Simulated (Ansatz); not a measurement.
**The perfect armchair graphene nanoribbon (N = 13, H edges)**

Aim: is the armchair graphene nanoribbon (N = 13, H edges) a metal or a semiconductor?

Calculated with Ansatz 0.2.0; DFT PBE, plane waves, PAW; relaxation of a wire's period, in the first sound run; inputs show where later runs differ.

### 1. The structure

The cell holds 30 atoms: 26 C and 4 H. Cell: a = 23.610 Å, b = 7.000 Å, c = 4.260 Å, α = 90.0°, β = 90.0°, γ = 90.0°. Vacuum lies along a and b. The structure's axis is c.

### 2. The relaxed wire

Band widths follow the bond lengths, so the wire is relaxed first. The atoms and the third cell vector are free; the box across stays fixed as vacuum. A Fermi-Dirac smearing is set since the result may be a metal. The pressure printed is a third of the stress's trace over the whole box, vacuum included; only the stress along the axis is relaxed.

The input, input.yaml:

```yaml
crystal:
  lattice:
    - [23.61, 0.0, 0.0]
    - [0.0, 7.0, 0.0]
    - [0.0, 0.0, 4.26]
  atoms:
    - { symbol: C, position: [0.187490351, 0.5, 0.0] }
    - { symbol: C, position: [0.291662826, 0.5, 0.0] }
    - { symbol: C, position: [0.395835302, 0.5, 0.0] }
    - { symbol: C, position: [0.500007777, 0.5, 0.0] }
    - { symbol: C, position: [0.604180253, 0.5, 0.0] }
    - { symbol: C, position: [0.708352728, 0.5, 0.0] }
    - { symbol: C, position: [0.812525204, 0.5, 0.0] }
    - { symbol: C, position: [0.187490351, 0.5, 0.333333333] }
    - { symbol: C, position: [0.291662826, 0.5, 0.333333333] }
    - { symbol: C, position: [0.395835302, 0.5, 0.333333333] }
    - { symbol: C, position: [0.500007777, 0.5, 0.333333333] }
    - { symbol: C, position: [0.604180253, 0.5, 0.333333333] }
    - { symbol: C, position: [0.708352728, 0.5, 0.333333333] }
    - { symbol: C, position: [0.812525204, 0.5, 0.333333333] }
    - { symbol: H, position: [0.14824227, 0.5, 0.458920188] }
    - { symbol: H, position: [0.851773284, 0.5, 0.458920188] }
    - { symbol: C, position: [0.239576589, 0.5, 0.5] }
    - { symbol: C, position: [0.343749064, 0.5, 0.5] }
    - { symbol: C, position: [0.44792154, 0.5, 0.5] }
    - { symbol: C, position: [0.552094015, 0.5, 0.5] }
    - { symbol: C, position: [0.656266491, 0.5, 0.5] }
    - { symbol: C, position: [0.760438966, 0.5, 0.5] }
    - { symbol: C, position: [0.239576589, 0.5, 0.833333333] }
    - { symbol: C, position: [0.343749064, 0.5, 0.833333333] }
    - { symbol: C, position: [0.44792154, 0.5, 0.833333333] }
    - { symbol: C, position: [0.552094015, 0.5, 0.833333333] }
    - { symbol: C, position: [0.656266491, 0.5, 0.833333333] }
    - { symbol: C, position: [0.760438966, 0.5, 0.833333333] }
    - { symbol: H, position: [0.14824227, 0.5, 0.874413146] }
    - { symbol: H, position: [0.851773284, 0.5, 0.874413146] }
kpoints:
  mp_grid: { grid: [1, 1, 19] }
scf:
  occupations: { method: fermi_dirac, width: 0.05 }
hamiltonian:
  xc: pbe
relax:
  cell: { fix: [a, b, alpha, beta, gamma] }
  max_steps: 60
```

On the command line:

```
> ansatz run input.yaml --threads 4 --pin off --max-ram 16384MiB --backend cpu --events-out ev --progress --plain --runs-dir out
```

Numbers of over 12 decimals in the logs are rounded to 6 here.

Output:

```text
Engine: ansatz 0.2.0, aarch64-unknown-linux-gnu
Pseudopotentials: kind: paw
Pseudopotential: C, paw, valence charge 4, recommended cutoff 420 eV (normal), C.paw.azcp
Pseudopotential: H, paw, valence charge 1, recommended cutoff 420 eV (normal), H.paw.azcp
Functional definition: PBE
  parameter kappa = 0.804
  parameter beta = 0.066725
  exchange = pbe_x(kappa = kappa, mu = beta*pi^2/3)
  correlation = pbe_c(beta = beta)
Crystal: 30 atoms, lattice volume = 704.050 Å³
Basis set: ecut = 420 eV, 13767 PW (Γ), exchange–correlation on 320×96×60 points (8 copies of the dense FFT grid, shifted against one another)
Bands: 84, of which v1, the nominal top of the filled ones, is band 54 counted from 1 (53 counted from 0)
Symmetry: 8 space group operations
Space group: Pmmm (ITA 47), of the structure as read, at distance tolerance 8.9e-5 Å
k-points: 10 of 19
Non-local potential: C, projectors of the file, l = 0: 2, l = 1: 2, l = 2: 1
Non-local potential: H, projectors of the file, l = 0: 2, l = 1: 1
PAW form: soft (Blöchl's): semilocal exchange-correlation on the pseudo side does not see the compensation charge
PAW one-centre angular grid: C, 110 points (default); XC on 64 Gauss nodes
PAW one-centre angular grid: H, 110 points (default); XC on 64 Gauss nodes
Initial density: superposition of atomic densities (neutral atoms: chi_scale 0, normalization atom), corrected by the library's trained network
Initial wavefunctions: pseudopotential atomic-orbital guess
Functional: x = pbe(κ = 0.804, μ = 0.219515), c = pbe(β = 0.066725)
SCF iter   1: F=—  HF=-6587.505770 eV  |F-HF|=—  |Δ(HF+E_count)|=         —  Δρ=2.56e-3  dr2=1.47e-1  ethr=1.77e-3  ⟨swp⟩=9.8  Hψ=4848  notcnv=0  defer=158
preconditioner: auto → Resta (q_TF=auto, 1.996 Å⁻¹)  ε∞=2.0  [insulator: Δε(μ)=0.836 eV  Ē_g=14.446 eV  σ=0.050 eV  W_gap=1.00  n_scr=104 (ndim 8)  ℏωp=14.5 eV  f_vac=0.589  D(μ)=0.00/eV (n_scr^D=0)  ε∞_Penn≈2.0  vacuum switching on, ρ_ref=1.5e-2 e/Å³]
SCF iter   2: F=—  HF=-6587.487438 eV  |F-HF|=—  |Δ(HF+E_count)|=   1.83e-2  Δρ=2.03e-3  dr2=8.64e-2  ethr=1.36e-4  ⟨swp⟩=2.0  Hψ=1318  notcnv=0  defer=235
SCF iter   3: F=—  HF=-6587.476291 eV  |F-HF|=—  |Δ(HF+E_count)|=   1.11e-2  Δρ=1.04e-3  dr2=1.63e-2  ethr=8.00e-5  ⟨swp⟩=2.0  Hψ=917  notcnv=0  defer=235
SCF iter   4: F=—  HF=-6587.474645 eV  |F-HF|=—  |Δ(HF+E_count)|=   1.65e-3  Δρ=4.72e-4  dr2=2.47e-3  ethr=1.51e-5  ⟨swp⟩=2.1  Hψ=1117  notcnv=0  defer=235
SCF iter   5: F=—  HF=-6587.475483 eV  |F-HF|=—  |Δ(HF+E_count)|=   8.38e-4  Δρ=1.54e-4  dr2=1.27e-4  ethr=2.29e-6  ⟨swp⟩=2.2  Hψ=1033  notcnv=0  defer=235
SCF iter   6: F=—  HF=-6587.475736 eV  |F-HF|=—  |Δ(HF+E_count)|=   2.53e-4  Δρ=5.81e-5  dr2=1.98e-5  ethr=1.18e-7  ⟨swp⟩=2.0  Hψ=1114  notcnv=0  defer=235
SCF iter   7: F=—  HF=-6587.475938 eV  |F-HF|=—  |Δ(HF+E_count)|=   2.02e-4  Δρ=1.47e-5  dr2=1.85e-6  ethr=1.83e-8  ⟨swp⟩=2.4  Hψ=1271  notcnv=0  defer=233
SCF iter   8: F=-6587.475938 eV  HF=-6587.475937 eV  |F-HF|=4.62e-7  |Δ(HF+E_count)|=   2.97e-7  Δρ=4.50e-6  dr2=9.41e-8  ethr=9.26e-11  ⟨swp⟩=3.8  Hψ=2996  notcnv=0
SCF 1 converged in 8 iterations: F = -6587.475938 eV  dr2 = 9.41e-8
  greatest PAW one-centre occupation: 0.674 electrons in one spin orbital (limit 2), on the C atom at site 12 (counted from 0), in its partial waves of l = 0
relax step   1: F+E_penalty+E_count = -6587.47593775 eV  Δ(F+E_penalty+E_count) = +0.000e0 eV  max|allowed force component| = 2.398e0 eV/Å  Δτ_max = 0.0000 Å  P = +0.686 GPa  Ω = 704.050 Å³  fix = [a, b, alpha, beta, gamma]  reactions: a +0.813, b +0.114 GPa  (8 SCF iters, dr2 threshold 1.00e-7 eV, accepted)
Crystal: 30 atoms, lattice volume = 707.672 Å³
Basis set: ecut = 420 eV, 13875 PW (Γ), exchange–correlation on 320×96×60 points (8 copies of the dense FFT grid, shifted against one another)
Initial density: handed on by an earlier stage of this run
Initial wavefunctions: those handed on with the density
iter 1 solved again at ethr=7.47e-5 eV; its pass at ethr=3.10e-3 eV (dr2=8.07e-2 eV) is discarded
SCF iter   1: F=—  HF=-6587.695155 eV  |F-HF|=—  |Δ(HF+E_count)|=         —  Δρ=3.85e-3  dr2=8.30e-2  ethr=7.47e-5  ⟨swp⟩=7.2  Hψ=3655  notcnv=0  defer=2
preconditioner: auto → Resta (q_TF=auto, 1.994 Å⁻¹)  ε∞=2.1  [insulator: Δε(μ)=0.849 eV  Ē_g=14.101 eV  σ=0.050 eV  W_gap=1.00  n_scr=104 (ndim 8)  ℏωp=14.5 eV  f_vac=0.592  D(μ)=0.00/eV (n_scr^D=0)  ε∞_Penn≈2.1  vacuum switching on, ρ_ref=1.4e-2 e/Å³]
SCF iter   2: F=—  HF=-6587.677115 eV  |F-HF|=—  |Δ(HF+E_count)|=   1.80e-2  Δρ=1.63e-3  dr2=2.01e-2  ethr=7.47e-5  ⟨swp⟩=3.7  Hψ=1551  notcnv=0  defer=23
SCF iter   3: F=—  HF=-6587.676507 eV  |F-HF|=—  |Δ(HF+E_count)|=   6.08e-4  Δρ=8.82e-4  dr2=1.62e-2  ethr=1.86e-5  ⟨swp⟩=2.7  Hψ=1307  notcnv=0  defer=35
SCF iter   4: F=—  HF=-6587.674292 eV  |F-HF|=—  |Δ(HF+E_count)|=   2.22e-3  Δρ=3.38e-4  dr2=8.50e-4  ethr=1.50e-5  ⟨swp⟩=2.0  Hψ=931  notcnv=0  defer=37
SCF iter   5: F=—  HF=-6587.674483 eV  |F-HF|=—  |Δ(HF+E_count)|=   1.91e-4  Δρ=1.21e-4  dr2=6.49e-5  ethr=7.87e-7  ⟨swp⟩=2.0  Hψ=1085  notcnv=0  defer=42
SCF iter   6: F=—  HF=-6587.674496 eV  |F-HF|=—  |Δ(HF+E_count)|=   1.37e-5  Δρ=3.60e-5  dr2=8.99e-6  ethr=6.01e-8  ⟨swp⟩=2.0  Hψ=978  notcnv=0  defer=42
SCF iter   7: F=-6587.674498 eV  HF=-6587.674498 eV  |F-HF|=3.15e-8  |Δ(HF+E_count)|=   1.47e-6  Δρ=1.07e-5  dr2=8.14e-7  ethr=2.78e-9  ⟨swp⟩=4.9  Hψ=2594  notcnv=0
SCF 2 converged in 7 iterations: F = -6587.674498 eV  dr2 = 8.14e-7
  greatest PAW one-centre occupation: 0.676 electrons in one spin orbital (limit 2), on the C atom at site 7 (counted from 0), in its partial waves of l = 0
relax step   2: F+E_penalty+E_count = -6587.67449776 eV  Δ(F+E_penalty+E_count) = -1.986e-1 eV  max|allowed force component| = 7.375e-1 eV/Å  Δτ_max = 0.0443 Å  P = +0.216 GPa  Ω = 707.672 Å³  energy of the carried Pulay correction = -4.259e-3 eV  fix = [a, b, alpha, beta, gamma]  reactions: a +0.402, b +0.107 GPa  (7 SCF iters, dr2 threshold 3.00e-6 eV, accepted)
Crystal: 30 atoms, lattice volume = 708.359 Å³
Basis set: ecut = 420 eV, 13883 PW (Γ), exchange–correlation on 320×96×60 points (8 copies of the dense FFT grid, shifted against one another)
iter 1 solved again at ethr=1.29e-5 eV; its pass at ethr=3.10e-3 eV (dr2=1.40e-2 eV) is discarded
SCF iter   1: F=—  HF=-6587.695295 eV  |F-HF|=—  |Δ(HF+E_count)|=         —  Δρ=1.72e-3  dr2=1.42e-2  ethr=1.29e-5  ⟨swp⟩=2.9  Hψ=3256  notcnv=0
[...]
relax step   5: F+E_penalty+E_count = -6587.69197549 eV  Δ(F+E_penalty+E_count) = -3.294e-5 eV  max|allowed force component| = 5.761e-3 eV/Å  Δτ_max = 0.0005 Å  P = +0.035 GPa  Ω = 708.466 Å³  energy of the carried Pulay correction = -5.190e-3 eV  fix = [a, b, alpha, beta, gamma]  reactions: a +0.003, b +0.105 GPa  (5 SCF iters, dr2 threshold 6.77e-9 eV, accepted)
Initial wavefunctions: pseudopotential atomic-orbital guess (no wavefunctions were taken with the density)
iter 1 solved again at ethr=4.41e-7 eV; its pass at ethr=3.10e-3 eV (dr2=4.77e-4 eV) is discarded
SCF iter   1: F=—  HF=-6587.696315 eV  |F-HF|=—  |Δ(HF+E_count)|=         —  Δρ=3.53e-5  dr2=7.08e-7  ethr=4.41e-7  ⟨swp⟩=16.5  Hψ=10925  notcnv=0  defer=10
eigensolver tolerance schedule: the retry pair's looser diagonalisation over-reported the residual by 671.88 of it (diagonalisation noise at 0.11 of the residual, at the tolerance the schedule requests for it); recorded, not acted on — ethr = c·dr2/N_el stays at c = 1.0e-1
preconditioner: auto → Resta (q_TF=auto, 1.994 Å⁻¹)  ε∞=2.1  [insulator: Δε(μ)=0.869 eV  Ē_g=14.113 eV  σ=0.050 eV  W_gap=1.00  n_scr=104 (ndim 8)  ℏωp=14.5 eV  f_vac=0.591  D(μ)=0.00/eV (n_scr^D=0)  ε∞_Penn≈2.1  vacuum switching on, ρ_ref=1.4e-2 e/Å³]
SCF iter   2: F=—  HF=-6587.696921 eV  |F-HF|=—  |Δ(HF+E_count)|=   6.06e-4  Δρ=1.78e-5  dr2=1.79e-7  ethr=6.56e-10  ⟨swp⟩=3.0  Hψ=1755  notcnv=0  defer=8
SCF iter   3: F=—  HF=-6587.697109 eV  |F-HF|=—  |Δ(HF+E_count)|=   1.88e-4  Δρ=2.21e-6  dr2=5.75e-8  ethr=1.66e-10  ⟨swp⟩=2.4  Hψ=1275  notcnv=0  defer=8
SCF iter   4: F=—  HF=-6587.697112 eV  |F-HF|=—  |Δ(HF+E_count)|=   3.15e-6  Δρ=9.83e-7  dr2=2.41e-8  ethr=5.33e-11  ⟨swp⟩=2.0  Hψ=977  notcnv=0  defer=8
SCF iter   5: F=—  HF=-6587.697112 eV  |F-HF|=—  |Δ(HF+E_count)|=   4.14e-8  Δρ=4.87e-7  dr2=1.21e-9  ethr=2.23e-11  ⟨swp⟩=2.0  Hψ=850  notcnv=0  defer=8
SCF iter   6: F=-6587.697112 eV  HF=-6587.697112 eV  |F-HF|=9.46e-11  |Δ(HF+E_count)|=   6.02e-9  Δρ=1.22e-7  dr2=1.57e-10  ethr=1.00e-12  ⟨swp⟩=5.0  Hψ=2805  notcnv=0
SCF 6 converged in 6 iterations: F = -6587.697112 eV  dr2 = 1.57e-10
relax step   6: F+E_penalty+E_count = -6587.69711245 eV  Δ(F+E_penalty+E_count) = -5.137e-3 eV  max|allowed force component| = 5.531e-3 eV/Å  Δτ_max = 0.0000 Å  P = +0.045 GPa  Ω = 708.466 Å³  fix = [a, b, alpha, beta, gamma]  reactions: a -0.000, b +0.129 GPa  stress off target by 6.67e-3 GPa on what of the cell is left free  SCF on the basis re-selected at this cell (its energy is not comparable with the rows above)  (6 SCF iters)
basis re-selected at this cell: Δ(F+E_penalty+E_count) = -5.137e-3 eV, ΔP = +0.010 GPa vs the last step (what re-selecting the basis moved, of the pressure what is left beyond the Pulay correction that the steps carried, after the strain that the cell walked since its last selection, with what the two solves' SCF thresholds leave and, on support functions, any second-order correction that the steps lacked; it is no m [...]
SCF converged after 6 iterations
Free energy (F): -6587.697112 eV
Harris-Foulkes:  -6587.697112 eV  (|F-HF|=9.46e-11)
Internal energy: -6587.697090 eV  (E = F + TS)
E sigma→0 (E₀):  -6587.697101 eV
Entropy (-TS):   -0.000022 eV (-0.001 meV/atom)
Fermi energy:    -0.282170 eV
--- Per-component energies (eV) ---
  E_band       = -1000.953357
  E_kinetic    = 2413.584797
  E_local      = -23815.771245  (includes V_loc(G=0)·N_el)
  E_nonlocal   = 716.677565
  E_hartree    = 10726.200252
  E_xc         = -1281.863233
  E_vxc        = -1588.374006  (∫ρ·V_xc dr)
  E_paw        = -2585.033678  (= ΣΔE_a)
  E_vpaw       = -179.466200  (= ΣTr[D̂ρ^β])
  E_aug_tail   = -0.005409  (compensation charges beyond the density's cutoff)
  E_ewald      = 7238.513860
  E_smearing   = -0.000022  (= −TS)
  E_closure    = -0.000000  (closes the sum)
  Σ components = -6587.697112   (vs F -6587.697112, Δ=0.00e0)
--- Forces (eV/Å), atoms counted from 1 ---
  atom   1  C     -0.00130751    -0.00000000     0.00553120
  atom   2  C     -0.00056568     0.00000000    -0.00118500
  atom   3  C      0.00048701     0.00000000    -0.00189542
  atom   4  C     -0.00000000    -0.00000000     0.00029308
  atom   5  C     -0.00048701     0.00000000    -0.00189542
  atom   6  C      0.00056568     0.00000000    -0.00118500
  atom   7  C      0.00130751    -0.00000000     0.00553120
  atom   8  C     -0.00130751     0.00000000    -0.00553120
  atom   9  C     -0.00056568    -0.00000000     0.00118500
  atom  10  C      0.00048701    -0.00000000     0.00189542
  atom  11  C      0.00000000     0.00000000    -0.00029308
  atom  12  C     -0.00048701    -0.00000000     0.00189542
  atom  13  C      0.00056568    -0.00000000     0.00118500
  atom  14  C      0.00130751     0.00000000    -0.00553120
  atom  15  H      0.00082285     0.00000000     0.00138331
  atom  16  H     -0.00082285    -0.00000000     0.00138331
  atom  17  C      0.00072793     0.00000000    -0.00265957
  atom  18  C      0.00014749    -0.00000000     0.00030697
  atom  19  C     -0.00069892    -0.00000000    -0.00123412
  atom  20  C      0.00069892     0.00000000    -0.00123412
  atom  21  C     -0.00014749    -0.00000000     0.00030697
  atom  22  C     -0.00072793     0.00000000    -0.00265957
  atom  23  C      0.00072793    -0.00000000     0.00265957
  atom  24  C      0.00014749     0.00000000    -0.00030697
  atom  25  C     -0.00069892    -0.00000000     0.00123412
  atom  26  C      0.00069892     0.00000000     0.00123412
  atom  27  C     -0.00014749     0.00000000    -0.00030697
  atom  28  C     -0.00072793    -0.00000000     0.00265957
  atom  29  H      0.00082285     0.00000000    -0.00138331
  atom  30  H     -0.00082285    -0.00000000    -0.00138331
  max |Σ_I F_I| component: 1.52e-18 eV/Å
--- Stress (GPa, compression-positive) ---
       -0.000092       0.000000      -0.000000
        0.000000       0.128725      -0.000000
       -0.000000      -0.000000       0.006669
  P = ⅓ Tr σ = 0.0451 GPa (0.451 kbar)
--- Relaxed structure (5 steps of the walk, 5 accepted, 1 SCFs on fresh bases) ---
  F+E_penalty+E_count = -6587.69711245 eV   max|allowed force component| = 5.531e-3 eV/Å   (the final SCF, on the basis selected at the relaxed cell)
  cell:  # Å, volume = 708.4663 Å³
    - [23.61, 0, 0]
    - [0, 7.0, 0]
    - [0, 0, 4.286721]
  atoms:
    - { symbol: C, position: [0.187850, 0.5, 0.0069082] }
    - { symbol: C, position: [0.291012, 0.5, -0.00016321] }
    - { symbol: C, position: [0.395630, 0.5, -0.000203181] }
    - { symbol: C, position: [0.500000, 0.5, 0.000536816] }
    - { symbol: C, position: [0.604370, 0.5, -0.000203181] }
    - { symbol: C, position: [0.708988, 0.5, -0.00016321] }
    - { symbol: C, position: [0.812150, 0.5, 0.0069082] }
    - { symbol: C, position: [0.187850, 0.5, 0.326425] }
    - { symbol: C, position: [0.291012, 0.5, 0.333497] }
    - { symbol: C, position: [0.395630, 0.5, 0.333537] }
    - { symbol: C, position: [0.500000, 0.5, 0.332797] }
    - { symbol: C, position: [0.604370, 0.5, 0.333537] }
    - { symbol: C, position: [0.708988, 0.5, 0.333497] }
    - { symbol: C, position: [0.812150, 0.5, 0.326425] }
    - { symbol: H, position: [0.147292, 0.5, 0.446587] }
    - { symbol: H, position: [0.852708, 0.5, 0.446587] }
    - { symbol: C, position: [0.238906, 0.5, 0.498955] }
    - { symbol: C, position: [0.343444, 0.5, 0.500785] }
    - { symbol: C, position: [0.447736, 0.5, 0.499971] }
    - { symbol: C, position: [0.552264, 0.5, 0.499971] }
    - { symbol: C, position: [0.656556, 0.5, 0.500785] }
    - { symbol: C, position: [0.761094, 0.5, 0.498955] }
    - { symbol: C, position: [0.238906, 0.5, 0.834378] }
    - { symbol: C, position: [0.343444, 0.5, 0.832548] }
    - { symbol: C, position: [0.447736, 0.5, 0.833362] }
    - { symbol: C, position: [0.552264, 0.5, 0.833362] }
    - { symbol: C, position: [0.656556, 0.5, 0.832548] }
    - { symbol: C, position: [0.761094, 0.5, 0.834378] }
    - { symbol: H, position: [0.147292, 0.5, 0.886747] }
    - { symbol: H, position: [0.852708, 0.5, 0.886747] }
```

The job ended after 49 s (4 threads of Arm Neoverse V2, shared host; peak memory 1.8 GiB).

The steps of the relaxation:

```csv
step,energy less that of the first step (eV),largest force component (eV/Å),pressure (GPa),volume (Å³)
1,0.0000,2.3977,0.69,704.05
2,-0.1986,0.7375,0.22,707.67
3,-0.2159,0.0602,0.07,708.36
4,-0.2160,0.0104,0.03,708.48
5,-0.2160,0.0058,0.04,708.47
6*,-0.2212,0.0055,0.05,708.47
```

Relaxation steps marked * repeat the geometry before them on a plane-wave basis chosen anew for their cell, so energy and pressure can jump there.

Forces are held to the 8 operations that the run works with; a distortion that breaks them can't arise in this run.

```csv
cell as run,before,after,change
c (Å),4.260,4.287,+0.6 %
```

The atoms that moved most (Å, along periodic axes as changes of fractional coordinates times the final cell, across vacuum about the mean position):

```csv
atom,dx,dy,dz,length
H16,0.022,0.000,-0.053,0.057
H30,0.022,0.000,0.053,0.057
H15,-0.022,0.000,-0.053,0.057
H29,-0.022,0.000,0.053,0.057
C7,-0.009,0.000,0.030,0.031
C14,-0.009,0.000,-0.030,0.031
C1,0.009,0.000,0.030,0.031
C8,0.009,0.000,-0.030,0.031
```

This step gave:

| Quantity | Value |
| --- | --- |
| cell length along the wire | 4.287 Å |

The cell's length comes to 4.287 Å with spin left out.

[end of part 1 of 3]

[Logs are printed without paths, hosts, clocks, repeated set-up lines and the standing remarks that a program may print on its own settings, such as how far it seeks lower states.]

[Hosts, paths, dates, database ids (printed as entryN), source tags and the programs' standing remarks are cut or masked in the printed files.]
